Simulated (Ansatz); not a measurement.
## W(100) with 4 layers of random W-V, 2x2: scattering by chemical disorder

How strongly does chemical disorder scatter in W(100) with 4 layers of random W-V, 2x2?

Main program and level: Ansatz 0.2.0; Ansatz plane-wave DFT, PBE, PAW files; ballistic transport by layer matching (Landauer), zero bias; PAW set soft_1.

**1. The starting structure**

The cell holds 56 atoms: 48 W and 8 V. Cell: a = 6.330 Å, b = 6.330 Å, c = 22.154 Å, α = 90.0°, β = 90.0°, γ = 90.0°. It derives from W. Regions: lead, 40 atoms (40 W); scattering region, 16 atoms (8 V and 8 W). The structure is stacked along c, and the current runs across the ab planes.

**2. With 4 alloy layers**

In 4 layers a share of 0.5 of the sites is given to V at random. The layers about the cell's end stay perfect and serve as the lead. Disorder leaves little or no symmetry, which makes such runs dear. Energies from -0.05 to 0.05 eV in steps of 0.05 eV are too few for the program's thermal sum, so it prints no conductance; for a metal the transmission near the Fermi level serves, at a fraction of the cost.

Contents of input.yaml:

```yaml
crystal:
  lattice:
    - [6.3296, 0.0, 0.0]
    - [0.0, 6.3296, 0.0]
    - [0.0, 0.0, 22.1536]
  atoms:
    - { symbol: W, position: [0.0, 0.0, 0.0357142857] }
    - { symbol: W, position: [0.0, 0.5, 0.0357142857] }
    - { symbol: W, position: [0.5, 0.0, 0.0357142857] }
    - { symbol: W, position: [0.5, 0.5, 0.0357142857] }
    - { symbol: W, position: [0.25, 0.25, 0.1071428571] }
    - { symbol: W, position: [0.25, 0.75, 0.1071428571] }
    - { symbol: W, position: [0.75, 0.25, 0.1071428571] }
    - { symbol: W, position: [0.75, 0.75, 0.1071428571] }
    - { symbol: W, position: [0.0, 0.0, 0.1785714286] }
    - { symbol: W, position: [0.0, 0.5, 0.1785714286] }
    - { symbol: W, position: [0.5, 0.0, 0.1785714286] }
    - { symbol: W, position: [0.5, 0.5, 0.1785714286] }
    - { symbol: W, position: [0.25, 0.25, 0.25] }
    - { symbol: W, position: [0.25, 0.75, 0.25] }
    - { symbol: W, position: [0.75, 0.25, 0.25] }
    - { symbol: W, position: [0.75, 0.75, 0.25] }
    - { symbol: W, position: [0.0, 0.0, 0.3214285714] }
    - { symbol: W, position: [0.0, 0.5, 0.3214285714] }
    - { symbol: W, position: [0.5, 0.0, 0.3214285714] }
    - { symbol: W, position: [0.5, 0.5, 0.3214285714] }
    - { symbol: V, position: [0.25, 0.25, 0.3928571429] }
    - { symbol: W, position: [0.25, 0.75, 0.3928571429] }
    - { symbol: W, position: [0.75, 0.25, 0.3928571429] }
    - { symbol: W, position: [0.75, 0.75, 0.3928571429] }
    - { symbol: V, position: [0.0, 0.0, 0.4642857143] }
    - { symbol: W, position: [0.0, 0.5, 0.4642857143] }
    - { symbol: V, position: [0.5, 0.0, 0.4642857143] }
    - { symbol: V, position: [0.5, 0.5, 0.4642857143] }
    - { symbol: V, position: [0.25, 0.25, 0.5357142857] }
    - { symbol: W, position: [0.25, 0.75, 0.5357142857] }
    - { symbol: W, position: [0.75, 0.25, 0.5357142857] }
    - { symbol: W, position: [0.75, 0.75, 0.5357142857] }
    - { symbol: V, position: [0.0, 0.0, 0.6071428571] }
    - { symbol: V, position: [0.0, 0.5, 0.6071428571] }
    - { symbol: W, position: [0.5, 0.0, 0.6071428571] }
    - { symbol: V, position: [0.5, 0.5, 0.6071428571] }
    - { symbol: W, position: [0.25, 0.25, 0.6785714286] }
    - { symbol: W, position: [0.25, 0.75, 0.6785714286] }
    - { symbol: W, position: [0.75, 0.25, 0.6785714286] }
    - { symbol: W, position: [0.75, 0.75, 0.6785714286] }
    - { symbol: W, position: [0.0, 0.0, 0.75] }
    - { symbol: W, position: [0.0, 0.5, 0.75] }
    - { symbol: W, position: [0.5, 0.0, 0.75] }
    - { symbol: W, position: [0.5, 0.5, 0.75] }
    - { symbol: W, position: [0.25, 0.25, 0.8214285714] }
    - { symbol: W, position: [0.25, 0.75, 0.8214285714] }
    - { symbol: W, position: [0.75, 0.25, 0.8214285714] }
    - { symbol: W, position: [0.75, 0.75, 0.8214285714] }
    - { symbol: W, position: [0.0, 0.0, 0.8928571429] }
    - { symbol: W, position: [0.0, 0.5, 0.8928571429] }
    - { symbol: W, position: [0.5, 0.0, 0.8928571429] }
    - { symbol: W, position: [0.5, 0.5, 0.8928571429] }
    - { symbol: W, position: [0.25, 0.25, 0.9642857143] }
    - { symbol: W, position: [0.25, 0.75, 0.9642857143] }
    - { symbol: W, position: [0.75, 0.25, 0.9642857143] }
    - { symbol: W, position: [0.75, 0.75, 0.9642857143] }
kpoints:
  mp_grid: { grid: [4, 4, 1] }
hamiltonian:
  xc: pbe
  pseudopotentials: { kind: paw, azcp: { folder: soft_1 } }
scf:
  occupations: { method: fermi_dirac, width: 0.1 }
output:
  transmission: { leads: [[0, 4]], kmesh: [8, 8], e_range: [-0.05, 0.05], de: 0.05 }
  write_potential: true
  write_density: true
  volumetric_format: npy
```

On the command line:

```sh
$ ansatz run input.yaml --threads 4 --pin off --max-ram 15360MiB --backend cpu --events-out ev --progress --plain --runs-dir out
```

Numbers of over 12 decimals in the logs are rounded to 6 here.

The log of the run:

```text
Engine: ansatz 0.2.0, x86_64-unknown-linux-gnu
Pseudopotentials: kind: paw
Pseudopotential: W, paw, valence charge 14, recommended cutoff 420 eV (normal), soft_1/W.paw.azcp
Pseudopotential: V, paw, valence charge 13, recommended cutoff 420 eV (normal), soft_1/V.paw.azcp
Functional definition: PBE
  parameter kappa = 0.804
  parameter beta = 0.066725
  exchange = pbe_x(kappa = kappa, mu = beta*pi^2/3)
  correlation = pbe_c(beta = beta)
Crystal: 56 atoms, lattice volume = 887.558 Å³
Basis set: ecut = 420 eV, 17351 PW (Γ)
Bands: 466, of which v1, the nominal top of the filled ones, is band 388 counted from 1 (387 counted from 0)
Symmetry: 2 space group operations
Space group: Cm (ITA 8), of the structure as read, at distance tolerance 9.6e-5 Å
k-points: 7 of 16 (time reversal used)
Non-local potential: W, projectors of the file, l = 0: 3, l = 1: 2, l = 2: 2, l = 3: 1
Non-local potential: V, projectors of the file, l = 0: 3, l = 1: 2, l = 2: 3, l = 3: 1
PAW form: soft (Blöchl's): semilocal exchange-correlation on the pseudo side does not see the compensation charge
PAW one-centre angular grid: W, 590 points (default); XC on 64 Gauss nodes
PAW one-centre angular grid: V, 590 points (default); XC on 64 Gauss nodes
Initial density: superposition of atomic densities (chi_scale 0.1, normalization cell, long waves of neutral atoms (reshape's long-wave potential 9.55 eV rms, cloud 3.15 Å wide))
Initial wavefunctions: pseudopotential atomic-orbital guess
Functional: x = pbe(κ = 0.804, μ = 0.219515), c = pbe(β = 0.066725)
SCF iter   1: F=—  HF=-521941.570607 eV  |F-HF|=—  |Δ(HF+E_count)|=         —  Δρ=3.08e-1  dr2=6.84e3  ethr=3.10e-3  ⟨swp⟩=5.3  Hψ=12206  notcnv=0  defer=19
preconditioner: auto → Kerker (q_TF=auto, 2.668 Å⁻¹)  [metal: Δε(μ)=0.015 eV  Ē_g=4.816 eV  σ=0.100 eV  W_gap=0.04  n_scr=286 (ndim 8)  ℏωp=22.6 eV  f_vac=0.000  D(μ)=53.63/eV (n_scr^D=562)]
SCF iter   2: F=—  HF=-521852.159675 eV  |F-HF|=—  |Δ(HF+E_count)|=    8.94e1  Δρ=8.66e-2  dr2=6.91e2  ethr=3.10e-3  ⟨swp⟩=5.9  Hψ=7399  notcnv=0  defer=88
SCF iter   3: F=—  HF=-521833.510352 eV  |F-HF|=—  |Δ(HF+E_count)|=    1.86e1  Δρ=4.26e-2  dr2=3.19e2  ethr=3.10e-3  ⟨swp⟩=4.4  Hψ=6923  notcnv=0  defer=4
SCF iter   4: F=—  HF=-521826.618979 eV  |F-HF|=—  |Δ(HF+E_count)|=    6.89e0  Δρ=2.05e-2  dr2=6.14e1  ethr=3.10e-3  ⟨swp⟩=4.3  Hψ=8881  notcnv=0
SCF iter   5: F=—  HF=-521825.714937 eV  |F-HF|=—  |Δ(HF+E_count)|=   9.04e-1  Δρ=1.97e-2  dr2=7.67e0  ethr=3.10e-3  ⟨swp⟩=4.0  Hψ=8895  notcnv=0
SCF iter   6: F=—  HF=-521825.330836 eV  |F-HF|=—  |Δ(HF+E_count)|=   3.84e-1  Δρ=5.50e-3  dr2=7.36e-1  ethr=9.89e-4  ⟨swp⟩=3.4  Hψ=5261  notcnv=0
SCF iter   7: F=—  HF=-521825.305493 eV  |F-HF|=—  |Δ(HF+E_count)|=   2.53e-2  Δρ=3.40e-3  dr2=2.47e-1  ethr=9.48e-5  ⟨swp⟩=2.3  Hψ=4328  notcnv=0
SCF iter   8: F=—  HF=-521825.296636 eV  |F-HF|=—  |Δ(HF+E_count)|=   8.86e-3  Δρ=7.81e-4  dr2=2.60e-2  ethr=3.18e-5  ⟨swp⟩=1.9  Hψ=3402  notcnv=0
SCF iter   9: F=—  HF=-521825.295801 eV  |F-HF|=—  |Δ(HF+E_count)|=   8.35e-4  Δρ=1.04e-4  dr2=7.36e-4  ethr=3.35e-6  ⟨swp⟩=2.0  Hψ=3289  notcnv=0
SCF iter  10: F=—  HF=-521825.295784 eV  |F-HF|=—  |Δ(HF+E_count)|=   1.69e-5  Δρ=2.54e-5  dr2=2.45e-5  ethr=9.49e-8  ⟨swp⟩=2.0  Hψ=3363  notcnv=0
SCF iter  11: F=—  HF=-521825.295206 eV  |F-HF|=—  |Δ(HF+E_count)|=   5.78e-4  Δρ=7.63e-6  dr2=1.73e-6  ethr=3.15e-9  ⟨swp⟩=2.0  Hψ=3467  notcnv=0
SCF iter  12: F=-521825.295206 eV  HF=-521825.295206 eV  |F-HF|=7.65e-8  |Δ(HF+E_count)|=   9.09e-8  Δρ=2.32e-6  dr2=7.79e-8  ethr=1.29e-11  ⟨swp⟩=6.9  Hψ=10307  notcnv=0
SCF 1 converged in 12 iterations: F = -521825.295206 eV  dr2 = 7.79e-8
  greatest PAW one-centre occupation: 1.000 electrons in one spin orbital (limit 2), on the V atom at site 33 (counted from 0), in its partial waves of l = 0
transmission: 60 of 588 steps passed
transmission: 126 of 588 steps passed
[...]
transmission: 588 of 588 steps passed
SCF converged after 12 iterations
Free energy (F): -521825.295206 eV
Harris-Foulkes:  -521825.295206 eV  (|F-HF|=7.65e-8)
Internal energy: -521824.472991 eV  (E = F + TS)
E sigma→0 (E₀):  -521824.884099 eV
Entropy (-TS):   -0.822215 eV (-14.682 meV/atom)
Fermi energy:    21.044902 eV
--- Per-component energies (eV) ---
  E_band       = -5565.743867
  E_kinetic    = 22568.265398
  E_local      = -34983.600698  (includes V_loc(G=0)·N_el)
  E_nonlocal   = -581.649547
  E_hartree    = 14585.272316
  E_xc         = -13759.741392
  E_vxc        = -12254.990519  (∫ρ·V_xc dr)
  E_paw        = -420731.684262  (= ΣΔE_a)
  E_vpaw       = -9484.322175  (= ΣTr[D̂ρ^β])
  E_aug_tail   = 0.015321  (compensation charges beyond the density's cutoff)
  E_ewald      = -88921.350126
  E_smearing   = -0.822215  (= −TS)
  E_closure    = -0.000000  (closes the sum)
  Σ components = -521825.295206   (vs F -521825.295206, Δ=0.00e0)
--- Band table (eV; the first three rows and the last of 7) ---
  k-point 0: bands = [... 384 lower, 21.2246, 21.2386, 21.2817, 21.3135, 21.3716, 21.3750, 21.3854, 21.4127, ... 74 higher]
  k-point 1: bands = [... 384 lower, 20.9650, 21.0263, 21.0390, 21.0814, 21.1605, 21.1619, 21.1727, 21.1856, ... 74 higher]
  k-point 2: bands = [... 384 lower, 20.6038, 20.7612, 20.8277, 20.8858, 21.3025, 21.3077, 21.3120, 21.3162, ... 74 higher]
  k-point 6: bands = [... 384 lower, 20.1100, 20.1784, 20.1874, 20.3623, 20.7591, 20.8132, 20.8530, 20.8924, ... 74 higher]
--- Transmission ---
  basis      : 349 plane waves across, 28 finite elements along
  points     : 21, standing for a mesh of 8 x 8
  energies   : 3 from -0.050000 to 0.050000 eV about the Fermi level, 0.050000 eV apart; the leads are filled to 0.000000 eV, and channels, transmission and decay are at 0.000000 eV
  crystal 0  : W4, at the sites [0, 4], period 1.5824 Å, over 15.82 Å; its Hamiltonian steps by up to 23.2 meV
    offset         : up to 0.0000 Å between an atom of the period and one for which it stands
    channels       : 5.281250e0 a spin
    conductance    : none, the energies end too early or step too widely for 300 K: set another output.transmission.e_range or a lower de, or, where they end at an eighth of basis.ecutwfc, a higher one
    slowest decay  : 0.0367 /Å at (0.5000, 0.5000)
  junction   : crystal 0 to crystal 0, 0.70 to 21.27 Å
    transmission   : 3.113091e0 a spin
    conductance    : none, the energies end too early or step too widely for 300 K: set another output.transmission.e_range or a lower de, or, where they end at an eighth of basis.ecutwfc, a higher one
```

Elapsed: 7.2 min, on 4 threads of Intel Xeon Platinum 8259CL at 2.50GHz (Skylake/Cascade Lake), shared host; peak memory 7.7 GiB.

The column dr2 measures how far the density is from self-consistency, as an energy; F and HF (Harris–Foulkes) agree once it is small.

This run has no spin polarisation, although V can carry a moment.

This step gave:

* free energy: -521825.2952 eV
* energy at zero smearing: -521824.8841 eV
* Fermi energy: 21.04 eV
* cell area: 40.06 Å²
* transmission per spin nearest the Fermi level: 3.113
* open channels per spin nearest the Fermi level: 5.281
* step of the lead's potential: 23.2 meV

Per spin. Table of transmission, zone mean by energy, zero at the Fermi level:

```
energy (eV)  transmission, zone mean
    -0.0500                     3.10
     0.0000                     3.11
     0.0500                     3.07
```

Per spin. The open channels, zone mean, lead by energy, zero at the Fermi level:

```
energy (eV)  open channels, zone mean, lead
    -0.0500                            4.91
     0.0000                            5.28
     0.0500                            5.78
```

Transmission over k1 and k2. At 0.0000 eV from the Fermi level.

Values, 8 rows by 8 columns:
```
0.36 1.00 1.71 2.44 3.29 2.41 1.69 1.00
2.00 1.71 1.27 3.16 5.01 3.17 1.24 1.69
2.29 2.44 3.16 7.55 8.76 7.50 3.17 2.41
2.94 3.29 5.01 8.76 9.07 8.76 5.01 3.29
2.29 2.41 3.17 7.50 8.76 7.55 3.16 2.44
2.00 1.69 1.24 3.17 5.01 3.16 1.27 1.71
0.36 1.00 1.69 2.41 3.29 2.44 1.71 1.00
0.00 0.36 2.00 2.29 2.94 2.29 2.00 0.36
```
Columns: k1 (b1) from -0.5 to 0.375; rows upwards: k2 (b2) from -0.5 to 0.375.

Open channels over k1 and k2. At 0.0000 eV from the Fermi level.

Ten even steps from '_' (0.0) to '@' (14.0):
```
..__::::--::::__
..::..++++++..::
::::++@@@@@@++::
::--++@@@@@@++--
::::++@@@@@@++::
..::..++++++..::
..__::::--::::__
__....::::::....
```
Columns: k1 (b1) from -0.5 to 0.375; rows upwards: k2 (b2) from -0.5 to 0.375.

Over the solved energies the transmission per spin lies between 3.07 and 3.11, out of 5.32 channels of the lead on average (up to 5.78).

**3. With 8 alloy layers**

In 8 layers a share of 0.5 of the sites is given to V at random. A fresh draw is used; the growth of the resistance with length is what counts.

System of this step: W(100) with 8 layers of random W-V, 2x2. The cell holds 72 atoms: 56 W and 16 V. Its edges and angles: a = 6.330 Å, b = 6.330 Å, c = 28.483 Å, α = 90.0°, β = 90.0°, γ = 90.0°. It derives from W. Regions: lead, 40 atoms (40 W); scattering region, 32 atoms (16 W and 16 V). The structure is stacked along c, and the current runs across the ab planes.

Contents of input.yaml:

```yaml
crystal:
  lattice:
    - [6.3296, 0.0, 0.0]
    - [0.0, 6.3296, 0.0]
    - [0.0, 0.0, 28.4832]
  atoms:
    - { symbol: W, position: [0.0, 0.0, 0.0277777778] }
    - { symbol: W, position: [0.0, 0.5, 0.0277777778] }
    - { symbol: W, position: [0.5, 0.0, 0.0277777778] }
    - { symbol: W, position: [0.5, 0.5, 0.0277777778] }
    - { symbol: W, position: [0.25, 0.25, 0.0833333333] }
    - { symbol: W, position: [0.25, 0.75, 0.0833333333] }
    - { symbol: W, position: [0.75, 0.25, 0.0833333333] }
    - { symbol: W, position: [0.75, 0.75, 0.0833333333] }
    - { symbol: W, position: [0.0, 0.0, 0.1388888889] }
    - { symbol: W, position: [0.0, 0.5, 0.1388888889] }
    - { symbol: W, position: [0.5, 0.0, 0.1388888889] }
    - { symbol: W, position: [0.5, 0.5, 0.1388888889] }
    - { symbol: W, position: [0.25, 0.25, 0.1944444444] }
    - { symbol: W, position: [0.25, 0.75, 0.1944444444] }
    - { symbol: W, position: [0.75, 0.25, 0.1944444444] }
    - { symbol: W, position: [0.75, 0.75, 0.1944444444] }
    - { symbol: W, position: [0.0, 0.0, 0.25] }
    - { symbol: W, position: [0.0, 0.5, 0.25] }
    - { symbol: W, position: [0.5, 0.0, 0.25] }
    - { symbol: W, position: [0.5, 0.5, 0.25] }
    - { symbol: W, position: [0.25, 0.25, 0.3055555556] }
    - { symbol: W, position: [0.25, 0.75, 0.3055555556] }
    - { symbol: W, position: [0.75, 0.25, 0.3055555556] }
    - { symbol: V, position: [0.75, 0.75, 0.3055555556] }
    - { symbol: V, position: [0.0, 0.0, 0.3611111111] }
    - { symbol: W, position: [0.0, 0.5, 0.3611111111] }
    - { symbol: V, position: [0.5, 0.0, 0.3611111111] }
    - { symbol: W, position: [0.5, 0.5, 0.3611111111] }
    - { symbol: V, position: [0.25, 0.25, 0.4166666667] }
    - { symbol: V, position: [0.25, 0.75, 0.4166666667] }
    - { symbol: W, position: [0.75, 0.25, 0.4166666667] }
    - { symbol: V, position: [0.75, 0.75, 0.4166666667] }
    - { symbol: W, position: [0.0, 0.0, 0.4722222222] }
    - { symbol: W, position: [0.0, 0.5, 0.4722222222] }
    - { symbol: W, position: [0.5, 0.0, 0.4722222222] }
    - { symbol: V, position: [0.5, 0.5, 0.4722222222] }
    - { symbol: V, position: [0.25, 0.25, 0.5277777778] }
    - { symbol: V, position: [0.25, 0.75, 0.5277777778] }
    - { symbol: V, position: [0.75, 0.25, 0.5277777778] }
    - { symbol: V, position: [0.75, 0.75, 0.5277777778] }
    - { symbol: W, position: [0.0, 0.0, 0.5833333333] }
    - { symbol: W, position: [0.0, 0.5, 0.5833333333] }
    - { symbol: V, position: [0.5, 0.0, 0.5833333333] }
    - { symbol: V, position: [0.5, 0.5, 0.5833333333] }
    - { symbol: V, position: [0.25, 0.25, 0.6388888889] }
    - { symbol: W, position: [0.25, 0.75, 0.6388888889] }
    - { symbol: W, position: [0.75, 0.25, 0.6388888889] }
    - { symbol: W, position: [0.75, 0.75, 0.6388888889] }
    - { symbol: W, position: [0.0, 0.0, 0.6944444444] }
    - { symbol: W, position: [0.0, 0.5, 0.6944444444] }
    - { symbol: V, position: [0.5, 0.0, 0.6944444444] }
    - { symbol: V, position: [0.5, 0.5, 0.6944444444] }
    - { symbol: W, position: [0.25, 0.25, 0.75] }
    - { symbol: W, position: [0.25, 0.75, 0.75] }
    - { symbol: W, position: [0.75, 0.25, 0.75] }
    - { symbol: W, position: [0.75, 0.75, 0.75] }
    - { symbol: W, position: [0.0, 0.0, 0.8055555556] }
    - { symbol: W, position: [0.0, 0.5, 0.8055555556] }
    - { symbol: W, position: [0.5, 0.0, 0.8055555556] }
    - { symbol: W, position: [0.5, 0.5, 0.8055555556] }
    - { symbol: W, position: [0.25, 0.25, 0.8611111111] }
    - { symbol: W, position: [0.25, 0.75, 0.8611111111] }
    - { symbol: W, position: [0.75, 0.25, 0.8611111111] }
    - { symbol: W, position: [0.75, 0.75, 0.8611111111] }
    - { symbol: W, position: [0.0, 0.0, 0.9166666667] }
    - { symbol: W, position: [0.0, 0.5, 0.9166666667] }
    - { symbol: W, position: [0.5, 0.0, 0.9166666667] }
    - { symbol: W, position: [0.5, 0.5, 0.9166666667] }
    - { symbol: W, position: [0.25, 0.25, 0.9722222222] }
    - { symbol: W, position: [0.25, 0.75, 0.9722222222] }
    - { symbol: W, position: [0.75, 0.25, 0.9722222222] }
    - { symbol: W, position: [0.75, 0.75, 0.9722222222] }
kpoints:
  mp_grid: { grid: [4, 4, 1] }
hamiltonian:
  xc: pbe
  pseudopotentials: { kind: paw, azcp: { folder: soft_1 } }
scf:
  occupations: { method: fermi_dirac, width: 0.1 }
output:
  transmission: { leads: [[0, 4]], kmesh: [8, 8], e_range: [-0.05, 0.05], de: 0.05 }
  write_potential: true
  write_density: true
  volumetric_format: npy
```

The log of the run:

```text
[...]
Crystal: 72 atoms, lattice volume = 1141.146 Å³
Basis set: ecut = 420 eV, 22299 PW (Γ)
Bands: 596, of which v1, the nominal top of the filled ones, is band 496 counted from 1 (495 counted from 0)
Symmetry: 1 space group operations
[...]
k-points: 10 of 16 (time reversal used)
[...]
SCF iter   1: F=—  HF=-628378.252107 eV  |F-HF|=—  |Δ(HF+E_count)|=         —  Δρ=3.34e-1  dr2=1.57e4  ethr=3.10e-3  ⟨swp⟩=4.9  Hψ=22549  notcnv=0  defer=44
[...]
SCF iter  13: F=-628211.878653 eV  HF=-628211.878653 eV  |F-HF|=2.46e-8  |Δ(HF+E_count)|=   8.03e-9  Δρ=3.60e-7  dr2=2.48e-8  ethr=1.01e-11  ⟨swp⟩=7.1  Hψ=16123  notcnv=0
SCF 1 converged in 13 iterations: F = -628211.878653 eV  dr2 = 2.48e-8
[...]
transmission: 123 of 1224 steps passed
transmission: 249 of 1224 steps passed
[...]
transmission: 1224 of 1224 steps passed
SCF converged after 13 iterations
Free energy (F): -628211.878653 eV
[...]
Internal energy: -628210.444029 eV  (E = F + TS)
E sigma→0 (E₀):  -628211.161341 eV
Entropy (-TS):   -1.434624 eV (-19.925 meV/atom)
Fermi energy:    20.344073 eV
[...]
--- Band table (eV; the first three rows and the last of 10) ---
  k-point 0: bands = [... 492 lower, 20.5542, 20.5958, 20.6010, 20.6025, 20.6097, 20.6123, 20.6850, 20.6956, ... 96 higher]
  k-point 1: bands = [... 492 lower, 20.4174, 20.4277, 20.4335, 20.4365, 20.4454, 20.4550, 20.5004, 20.5316, ... 96 higher]
  k-point 2: bands = [... 492 lower, 20.1847, 20.2007, 20.2175, 20.2619, 20.4659, 20.4697, 20.5205, 20.5224, ... 96 higher]
  k-point 9: bands = [... 492 lower, 19.5864, 19.6047, 19.6437, 19.7053, 19.7313, 19.7948, 19.8191, 19.8683, ... 96 higher]
--- Transmission ---
  basis      : 349 plane waves across, 36 finite elements along
  points     : 34, standing for a mesh of 8 x 8
[...]
channels       : 5.656250e0 a spin
[...]
slowest decay  : 0.0319 /Å at (0.5000, 0.5000)
  junction   : crystal 0 to crystal 0, 0.70 to 27.60 Å
    transmission   : 2.679476e0 a spin
[...]
```

Elapsed: 17 min, on 4 threads; peak memory 8.3 GiB.

Numbers from this step:

| Quantity | Value |
| --- | --- |
| free energy | -628211.8787 eV |
| energy at zero smearing | -628211.1613 eV |
| Fermi energy | 20.34 eV |
| transmission per spin nearest the Fermi level | 2.679 |
| open channels per spin nearest the Fermi level | 5.656 |
| step of the lead's potential | 16.3 meV |

Per spin. Table of transmission, zone mean by energy, zero at the Fermi level:

```
energy (eV)  transmission, zone mean
    -0.0500                     2.76
     0.0000                     2.68
     0.0500                     2.48
```

Over the solved energies the transmission per spin lies between 2.48 and 2.76, out of 5.41 channels of the lead on average (up to 5.66).

[end of part 1 of 2]

[Logs are printed without paths, hosts, clocks, repeated set-up lines and the standing remarks that a program may print on its own settings, such as how far it seeks lower states.]

[Hosts, paths, dates, database ids (printed as entryN), source tags and the programs' standing remarks are cut or masked in the printed files.]
